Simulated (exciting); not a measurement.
Runs of exciting (release sodium) on CdSe. Symmetry: F-43m, No. 216, cubic system. The conventional cell has a = 6.141 Å, b = 6.141 Å, c = 6.141 Å, α = 90.00°, β = 90.00°, γ = 90.00°. Around Cd (site symmetry -43m) lie 4 Se at 2.66 Å. Around Se (site symmetry -43m) lie 4 Cd at 2.66 Å. Measurements of this composition are mostly on another form, of space group No. 186.

```csv
task,level,spin,cell,k mesh,smearing,top of the spectrum (Ha),broadening (Ha),scissor shift (eV),nempty,epsengy,rgkmax,other keys,mesh quality,gap on the mesh (eV),moment (μB)
real-space fields,PBEsol,"SOC, no magnetisation",as given,4 × 4 × 4,gaussian 0.01 eV,-,-,-,20,1e-05 Ha,8,-,coarse,0.28,-
density of states,Xalpha,off,as given,7 × 7 × 7,gaussian 0.05 eV,-,-,-,10,1e-05 Ha,8,-,not flagged,0.15,-
density of states,LDA,"collinear, ferromagnetic start",as given,4 × 4 × 4,gaussian 0.1 eV,-,-,-,20,1e-07 Ha,8,epsengy = 1e-07; deband = 0.005,coarse,(b),0.00
single point,AM05,"SOC, no magnetisation",as given,4 × 4 × 4,fermi-dirac 0.1 eV,-,-,-,20,1e-05 Ha,9,-,coarse,0.39,-
single point,PBEsol+TS,"collinear, ferromagnetic start",volume scaled by 0.8,4 × 4 × 4,methfessel-paxton 0.05 eV,-,-,-,20,1e-05 Ha,9,-,coarse,(a),0.00
```

Alike in all rows: potentials or basis all-electron LAPW+lo, shipped species files, valence relativity iora*.

Fill in the values left out.

(a) 0.82; (b) 0.25.

Caveats: some runs use coarse meshes; the tetrahedron DOS on this energy grid can lose part of the weight of narrow d or f bands (some runs).

A k mesh can miss the band edges, and rows without SOC leave out spin-orbit coupling on Cd, Se.

Runs at the PBE level aren't shown here.
